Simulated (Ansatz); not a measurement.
# Cu in Ansatz: further runs

The runs below take Cu through single point, equation of state, with PBE+D4.

Program: Ansatz 0.2.0. These are calculated values, not measurements. Logs are shortened: lines on timing, memory, paths and dates and some standing lists are left out, and cuts for length are marked.

**1. The structure**

The cell holds a slab with vacuum, 6 atoms: a = 2.504 Å, b = 2.504 Å, c = 24.576 Å, α = 90.00°, β = 90.00°, γ = 120.00°.

The slab is cut from a database's or a generator's crystal, which needn't be the stable form of the element.

**2. Single point, PBE+D4, 20.90 Å³/atom (volume scaled by 0.94)**

input.yaml

```yaml
crystal:
  lattice:
    - [2.4525488158, 0.0, 0.0]
    - [-1.2262744079, 2.1239695786, 0.0]
    - [0.0, 0.0, 24.0739058624]
  atoms:
    - { symbol: Cu, position: [0.3333333333, 0.6666666667, 0.71038558] }
    - { symbol: Cu, position: [0.6666666667, 0.3333333333, 0.54200914] }
    - { symbol: Cu, position: [0.0, 0.0, 0.62623555] }
    - { symbol: Cu, position: [0.3333333333, 0.6666666667, 0.45799086] }
    - { symbol: Cu, position: [0.6666666667, 0.3333333333, 0.28961442] }
    - { symbol: Cu, position: [0.0, 0.0, 0.37376445] }
hamiltonian:
  xc: pbe
  pseudopotentials: { kind: paw }
  dispersion: d4
kpoints:
  mp_grid: { grid: [12, 12, 2] }
scf:
  occupations: { method: fermi_dirac, width: 0.02 }
output:
  forces: true
  stress: true
  eigenvalues: true
```

Potentials or basis: Ansatz PAW.

On the command line:

```sh
ansatz run input.yaml --threads 2 --pin off --max-ram 5632MiB --backend cpu --events-out ev --progress --plain --runs-dir out
```

Output:

```text
Warning: RAYON_NUM_THREADS=2 ignored (pool sized by the plan → 2); use --threads N
Engine: ansatz 0.2.0, x86_64-unknown-linux-gnu
Pseudopotentials: kind: paw
Pseudopotential: Cu, paw, valence charge 19, recommended cutoff 420 eV (normal), Cu.paw.azcp
Functional definition: PBE
  parameter kappa = 0.804
  parameter beta = 0.06672455060314922
  exchange = pbe_x(kappa = kappa, mu = beta*pi^2/3)
  correlation = pbe_c(beta = beta)
Crystal: 6 atoms, lattice volume = 125.404 Å³
Basis set: ecut = 420 eV, 2367 PW (Γ), exchange–correlation on 36×36×324 points (8 copies of the dense FFT grid, shifted against one another)
Bands: 69, of which v1, the nominal top of the filled ones, is band 57 counted from 1 (56 counted from 0)
Symmetry: 12 space group operations
Space group: P-3m1 (ITA 164), of the structure as read, at distance tolerance 5.0e-5 Å
k-points: 38 of 288
Non-local potential: Cu, projectors of the file, l = 0: 3, l = 1: 2, l = 2: 3, l = 3: 1
PAW form: soft (Blöchl's): semilocal exchange-correlation on the pseudo side does not see the compensation charge
PAW one-centre angular grid: Cu, 590 points (default); XC on 64 Gauss nodes
Initial density: superposition of atomic densities (neutral atoms: chi_scale 0, normalization atom), corrected by the library's trained network
Initial wavefunctions: pseudopotential atomic-orbital guess
Functional: x = pbe(κ = 0.804, μ = 0.2195149727645171), c = pbe(β = 0.06672455060314922)
SCF iter   1: F=—  HF=-39752.862524 eV  |F-HF|=—  |Δ(HF+E_count)|=         —  Δρ=3.24e-3  dr2=7.00e-2  ethr=1.77e-3  ⟨swp⟩=7.5  Hψ=11135  notcnv=0  defer=32
preconditioner: auto → LDOS  [metal: Δε(μ)=0.014 eV  Ē_g=9.742 eV  σ=0.020 eV  W_gap=0.18  n_scr=20 (ndim 8)  ℏωp=26.9 eV  f_vac=0.462  D(μ)=6.54/eV (n_scr^D=64)  β→1.0]
SCF iter   2: F=—  HF=-39752.863826 eV  |F-HF|=—  |Δ(HF+E_count)|=   1.30e-3  Δρ=5.77e-3  dr2=3.14e-2  ethr=6.14e-5  ⟨swp⟩=3.6  Hψ=5080  notcnv=0  defer=184
SCF iter   3: F=—  HF=-39752.860489 eV  |F-HF|=—  |Δ(HF+E_count)|=   3.34e-3  Δρ=1.32e-3  dr2=6.03e-3  ethr=2.75e-5  ⟨swp⟩=2.4  Hψ=3854  notcnv=0  defer=146
automatic band count: iteration 3 solves 68 bands in place of 69: the levels show a gap, and the empty bands left out lie too high to hold charge; the band table lists the bands solved (type scf.n_extra_bands for more)
SCF iter   4: F=—  HF=-39752.860810 eV  |F-HF|=—  |Δ(HF+E_count)|=   3.21e-4  Δρ=1.93e-3  dr2=8.22e-3  ethr=5.29e-6  ⟨swp⟩=2.5  Hψ=3972  notcnv=0  defer=146
SCF iter   5: F=—  HF=-39752.860324 eV  |F-HF|=—  |Δ(HF+E_count)|=   4.87e-4  Δρ=1.13e-3  dr2=2.65e-3  ethr=5.29e-6  ⟨swp⟩=2.6  Hψ=3321  notcnv=0  defer=146
SCF iter   6: F=—  HF=-39752.860207 eV  |F-HF|=—  |Δ(HF+E_count)|=   1.16e-4  Δρ=6.27e-4  dr2=1.12e-3  ethr=2.32e-6  ⟨swp⟩=1.6  Hψ=2613  notcnv=0  defer=146
SCF iter   7: F=—  HF=-39752.860200 eV  |F-HF|=—  |Δ(HF+E_count)|=   7.30e-6  Δρ=3.37e-4  dr2=3.91e-4  ethr=9.86e-7  ⟨swp⟩=2.3  Hψ=2927  notcnv=0  defer=146
SCF iter   8: F=—  HF=-39752.860191 eV  |F-HF|=—  |Δ(HF+E_count)|=   8.49e-6  Δρ=1.44e-4  dr2=9.52e-5  ethr=3.43e-7  ⟨swp⟩=2.2  Hψ=3054  notcnv=0  defer=146
SCF iter   9: F=—  HF=-39752.860176 eV  |F-HF|=—  |Δ(HF+E_count)|=   1.54e-5  Δρ=3.04e-5  dr2=2.02e-6  ethr=8.35e-8  ⟨swp⟩=2.3  Hψ=2939  notcnv=0  defer=146
SCF iter  10: F=—  HF=-39752.860178 eV  |F-HF|=—  |Δ(HF+E_count)|=   2.24e-6  Δρ=2.54e-5  dr2=9.02e-7  ethr=1.77e-9  ⟨swp⟩=2.3  Hψ=3891  notcnv=0  defer=146
SCF iter  11: F=—  HF=-39752.860179 eV  |F-HF|=—  |Δ(HF+E_count)|=   6.59e-7  Δρ=1.76e-5  dr2=4.78e-7  ethr=7.91e-10  ⟨swp⟩=2.0  Hψ=3648  notcnv=0  defer=146
SCF iter  12: F=—  HF=-39752.860179 eV  |F-HF|=—  |Δ(HF+E_count)|=   4.49e-7  Δρ=1.19e-5  dr2=2.73e-7  ethr=4.19e-10  ⟨swp⟩=2.1  Hψ=3726  notcnv=0  defer=146
SCF iter  13: F=-39752.860179 eV  HF=-39752.860179 eV  |F-HF|=2.05e-8  |Δ(HF+E_count)|=   1.79e-8  Δρ=4.62e-6  dr2=4.58e-8  ethr=8.77e-11  ⟨swp⟩=10.9  Hψ=12823  notcnv=0
SCF 1 converged in 13 iterations: F = -39752.860179 eV  dr2 = 4.58e-8
SCF converged after 13 iterations
Free energy (F): -39752.860179 eV
Harris-Foulkes:  -39752.860179 eV  (|F-HF|=2.05e-8)
Internal energy: -39752.851943 eV  (E = F + TS)
E sigma→0 (E₀):  -39752.856061 eV
Entropy (-TS):   -0.008236 eV (-1.373 meV/atom)
Fermi energy:    7.480422 eV
--- Per-component energies (eV) ---
  E_band       = -3251.813299
  E_kinetic    = 1807.161747
  E_local      = -250010.660553  (includes V_loc(G=0)·N_el)
  E_nonlocal   = 2335.753612
  E_hartree    = 123008.281452
  E_xc         = -541.048945
  E_vxc        = -698.434698  (∫ρ·V_xc dr)
  E_paw        = -9972.704633  (= ΣΔE_a)
  E_vpaw       = -2702.213584  (= ΣTr[D̂ρ^β])
  E_aug_tail   = 0.001872  (compensation charges beyond the density's cutoff)
  E_ewald      = 93623.540704
  E_disp       = -3.177200  (pairwise vdW)
  E_smearing   = -0.008236  (= −TS)
  E_closure    = -0.000000  (closes the sum)
  Σ components = -39752.860179   (vs F -39752.860179, Δ=0.00e0)
--- Forces (eV/Å), atoms counted from 1 ---
  atom   1  Cu     0.00000000     0.00000000     0.44928781
  atom   2  Cu     0.00000000     0.00000000     0.01200902
  atom   3  Cu    -0.00000000     0.00000000    -0.06668794
  atom   4  Cu     0.00000000    -0.00000000    -0.01200902
  atom   5  Cu     0.00000000    -0.00000000    -0.44928781
  atom   6  Cu     0.00000000    -0.00000000     0.06668794
  max |Σ_I F_I| component: 2.31e-18 eV/Å
--- Stress (GPa, compression-positive) ---
        6.383633       0.000000       0.000000
       -0.000000       6.383633       0.000000
        0.000000       0.000000       5.318993
  P = ⅓ Tr σ = 6.0288 GPa (60.288 kbar)
--- Band table (eV; the first three rows and the last of 38) ---
  k-point 0: bands = ["-105.5036", "-105.5033", "-105.4770", "-105.4661", "-105.2089", "-105.2089", "-62.9277", "-62.8986", "-62.8471", "-62.8051", "-62.8051", "-62.8049", "-62.8049", "-62.7951", "-62.7728", "-62.7728", "-62.7614", "-62.7614", "-62.5504", "-62.5504", "-62.5504", "-62.5504", "-62.5021", "-62.5021", "-2.6963", "-2.0188", "-0.9462", "0.2971", "1.2431", "1.5593", "3.7558", "3.7975", "3.9484", "4.0069", "4.0069", "4.0597", "4.0597", "4.0708", "4.1127", "4.1127", "4.1531", "4.1531", "4.3614", "4.3614", "4.3793", "4.3793", "4.6333", "4.9955", "4.9955", "5.0226", "5.0226", "5.1673", "5.1673", "5.4091", "5.4091", "5.6075", "5.6075", "5.6779", "5.6779", "6.2379", "6.6506", "11.7889", "11.8212", "13.1740", "13.3162", "15.4079", "15.7072", "18.3519"]
  k-point 1: bands = ["-105.5036", "-105.5033", "-105.4770", "-105.4661", "-105.2090", "-105.2089", "-62.9277", "-62.8986", "-62.8471", "-62.8051", "-62.8051", "-62.8049", "-62.8049", "-62.7951", "-62.7728", "-62.7728", "-62.7614", "-62.7614", "-62.5504", "-62.5504", "-62.5504", "-62.5504", "-62.5021", "-62.5021", "-2.6963", "-2.0188", "-0.9462", "0.2971", "1.2431", "1.5593", "3.7558", "3.7975", "3.9484", "4.0069", "4.0069", "4.0597", "4.0597", "4.0708", "4.1127", "4.1127", "4.1531", "4.1531", "4.3613", "4.3613", "4.3793", "4.3793", "4.6333", "4.9955", "4.9955", "5.0226", "5.0226", "5.1673", "5.1673", "5.4091", "5.4091", "5.6075", "5.6075", "5.6779", "5.6779", "6.2379", "6.6507", "11.6495", "12.0799", "12.6883", "14.0402", "14.5308", "16.8571", "17.0961"]
  k-point 2: bands = ["-105.5024", "-105.5021", "-105.4758", "-105.4652", "-105.2078", "-105.2078", "-62.9248", "-62.8971", "-62.8480", "-62.8153", "-62.8130", "-62.8075", "-62.8071", "-62.7956", "-62.7802", "-62.7752", "-62.7697", "-62.7633", "-62.5591", "-62.5591", "-62.5526", "-62.5526", "-62.5012", "-62.5011", "-2.4523", "-1.7809", "-0.7189", "0.5097", "1.4358", "1.7262", "3.6538", "3.7033", "3.8972", "3.9179", "3.9556", "4.0266", "4.1000", "4.1272", "4.1322", "4.1506", "4.1958", "4.2374", "4.2680", "4.3495", "4.3945", "4.4399", "4.4657", "4.8959", "4.9090", "5.0271", "5.0382", "5.1752", "5.1829", "5.2512", "5.3800", "5.4091", "5.6075", "5.6820", "5.8308", "6.8247", "7.3668", "11.9581", "12.0477", "13.3507", "13.5295", "15.6304", "15.8983", "18.5763"]
  k-point 37: bands = ["-105.4839", "-105.4838", "-105.4541", "-105.4541", "-105.1905", "-105.1905", "-62.9063", "-62.9063", "-62.9007", "-62.9007", "-62.8887", "-62.8768", "-62.8672", "-62.8672", "-62.8427", "-62.8316", "-62.8173", "-62.8173", "-62.6425", "-62.6425", "-62.6409", "-62.6409", "-62.4869", "-62.4869", "2.8467", "2.8467", "2.8682", "2.9366", "2.9366", "2.9659", "2.9668", "3.0214", "3.0214", "3.2637", "3.2637", "3.7068", "3.7068", "3.7845", "3.8736", "4.2542", "4.2542", "4.3202", "4.3224", "4.8122", "4.8122", "4.8530", "5.0080", "5.0080", "5.4854", "5.4854", "5.5136", "5.5960", "5.5960", "5.6076", "11.1074", "11.1112", "11.1112", "11.4507", "11.4507", "12.1595", "12.2792", "13.1521", "13.1521", "13.3552", "14.2286", "14.2286", "16.0435", "16.0435"]
```

Wall time 8.9 s (2 threads of AMD EPYC 7R13 (Zen 3), shared host); peak memory 0.62 GiB.

What came out:

```yaml
Free_energy: -39752.8602 eV
Largest_force: 0.449 eV/Å
Band_gap_on_the_k_mesh: none (metal or under the smearing width)
```

**3. Single point, PBE+D4, 21.35 Å³/atom (volume scaled by 0.96)**

input.yaml: that of step 2 with these lines changed.

```diff
@@ -2,5 +2,5 @@
   lattice:
-    - [2.4525488158, 0.0, 0.0]
-    - [-1.2262744079, 2.1239695786, 0.0]
-    - [0.0, 0.0, 24.0739058624]
+    - [2.4698208554, 0.0, 0.0]
+    - [-1.2349104277, 2.1389276036, 0.0]
+    - [0.0, 0.0, 24.2434459966]
   atoms:
```

Potentials or basis: Ansatz PAW.

On the command line:

```sh
ansatz run input.yaml --threads 2 --pin off --max-ram 5632MiB --backend cpu --events-out ev --progress --plain --runs-dir out
```

Run time: 8.2 s. Hardware: 2 threads of AMD EPYC 7R13 (Zen 3), shared host; peak memory 0.63 GiB.

The run converged. Its results:

```yaml
Free_energy: -39752.9424 eV
Largest_force: 0.303 eV/Å
Band_gap_on_the_k_mesh: none (metal or under the smearing width)
```

**4. Single point, PBE+D4, 21.79 Å³/atom (volume scaled by 0.98)**

input.yaml: that of step 3 with these lines changed.

```diff
@@ -2,5 +2,5 @@
   lattice:
-    - [2.4698208554, 0.0, 0.0]
-    - [-1.2349104277, 2.1389276036, 0.0]
-    - [0.0, 0.0, 24.2434459966]
+    - [2.486854641, 0.0, 0.0]
+    - [-1.2434273205, 2.1536792946, 0.0]
+    - [0.0, 0.0, 24.4106474595]
   atoms:
@@ -24 +24,5 @@
   eigenvalues: true
+  write_density: true
+  write_potential: true
+  elf: true
+  volumetric_format: npy
```

On the command line:

```sh
ansatz run input.yaml --threads 2 --pin off --max-ram 5632MiB --backend cpu --events-out ev --progress --plain --runs-dir out
```

Wall time 11 s (2 threads of AMD EPYC 7R13 (Zen 3), shared host); peak memory 0.63 GiB.

Results (log left out):

| Item | Value |
| --- | --- |
| Free energy | -39752.9910 eV |
| Largest force | 0.169 eV/Å |
| Band gap on the k mesh | none (metal or under the smearing width) |

**5. Single point, PBE+D4, 22.23 Å³/atom**

input.yaml: that of step 4 with these lines changed.

```diff
@@ -2,5 +2,5 @@
   lattice:
-    - [2.486854641, 0.0, 0.0]
-    - [-1.2434273205, 2.1536792946, 0.0]
-    - [0.0, 0.0, 24.4106474595]
+    - [2.5036582226, 0.0, 0.0]
+    - [-1.2518291113, 2.1682316232, 0.0]
+    - [0.0, 0.0, 24.57558927]
   atoms:
@@ -24,5 +24 @@
   eigenvalues: true
-  write_density: true
-  write_potential: true
-  elf: true
-  volumetric_format: npy
```

On the command line:

```sh
ansatz run input.yaml --threads 2 --pin off --max-ram 5632MiB --backend cpu --events-out ev --progress --plain --runs-dir out
```

Run time: 8.9 s. Hardware: 2 threads of AMD EPYC 7R13 (Zen 3), shared host; peak memory 0.64 GiB.

Results (log left out):

- Free energy: -39753.0101 eV
- Largest force: 0.071 eV/Å
- Band gap on the k mesh: none (metal or under the smearing width)

**6. Single point, PBE+D4, 22.68 Å³/atom (volume scaled by 1.02)**

input.yaml: that of step 5 with these lines changed.

```diff
@@ -2,5 +2,5 @@
   lattice:
-    - [2.5036582226, 0.0, 0.0]
-    - [-1.2518291113, 2.1682316232, 0.0]
-    - [0.0, 0.0, 24.57558927]
+    - [2.5202392238, 0.0, 0.0]
+    - [-1.2601196119, 2.1825911915, 0.0]
+    - [0.0, 0.0, 24.73834626]
   atoms:
```

Potentials or basis: Ansatz PAW.

On the command line:

```sh
ansatz run input.yaml --threads 2 --pin off --max-ram 5632MiB --backend cpu --events-out ev --progress --plain --runs-dir out
```

Run time: 8.2 s. Hardware: 2 threads of AMD EPYC 7R13 (Zen 3), shared host; peak memory 0.65 GiB.

The run converged. Its results:

```
Free energy            : -39753.0033 eV
Largest force          : 0.074 eV/Å
Band gap on the k mesh : none (metal or under the smearing width)
```

**7. Single point, PBE+D4, 23.12 Å³/atom (volume scaled by 1.04)**

input.yaml: that of step 6 with these lines changed.

```diff
@@ -2,5 +2,5 @@
   lattice:
-    - [2.5202392238, 0.0, 0.0]
-    - [-1.2601196119, 2.1825911915, 0.0]
-    - [0.0, 0.0, 24.73834626]
+    - [2.5366048722, 0.0, 0.0]
+    - [-1.2683024361, 2.1967642587, 0.0]
+    - [0.0, 0.0, 24.8989893733]
   atoms:
```

On the command line:

```sh
ansatz run input.yaml --threads 2 --pin off --max-ram 5632MiB --backend cpu --events-out ev --progress --plain --runs-dir out
```

Run time: 8 s. Hardware: 2 threads of AMD EPYC 7R13 (Zen 3), shared host; peak memory 0.64 GiB.

It converged, with:

```
Free energy            : -39752.9737 eV
Largest force          : 0.181 eV/Å
Band gap on the k mesh : none (metal or under the smearing width)
```

**8. Single point, PBE+D4, 23.57 Å³/atom (volume scaled by 1.06)**

input.yaml: that of step 7 with these lines changed.

```diff
@@ -2,5 +2,5 @@
   lattice:
-    - [2.5366048722, 0.0, 0.0]
-    - [-1.2683024361, 2.1967642587, 0.0]
-    - [0.0, 0.0, 24.8989893733]
+    - [2.5527620267, 0.0, 0.0]
+    - [-1.2763810134, 2.210756765, 0.0]
+    - [0.0, 0.0, 25.0575859383]
   atoms:
```

On the command line:

```sh
ansatz run input.yaml --threads 2 --pin off --max-ram 5632MiB --backend cpu --events-out ev --progress --plain --runs-dir out
```

Run time: 10 s. Hardware: 2 threads of AMD EPYC 7R13 (Zen 3), shared host; peak memory 0.64 GiB.

It converged, with:

```
Free energy            : -39752.9236 eV
Largest force          : 0.275 eV/Å
Band gap on the k mesh : none (metal or under the smearing width)
```

**9. Equation of state, PBE+D4**

Potentials or basis: Ansatz PAW.

No new run: the results of the series are fitted here.

Results:

```
Equilibrium volume                        : 22.33 Å³/atom
Bulk modulus at fixed shape and positions : 76 GPa
Pressure derivative of the bulk modulus   : 5.3
```

Energy against volume, from the lowest point:
```csv
volume (Å³/atom),energy (meV/atom)
20.901,24.98
21.345,11.29
21.790,3.18
22.235,0.00
22.680,1.13
23.124,6.07
23.569,14.42
```

Caveat: the cell was scaled at fixed shape and fractional positions, which overstates the stiffness of a crystal with free parameters, most of all of layers and chains.
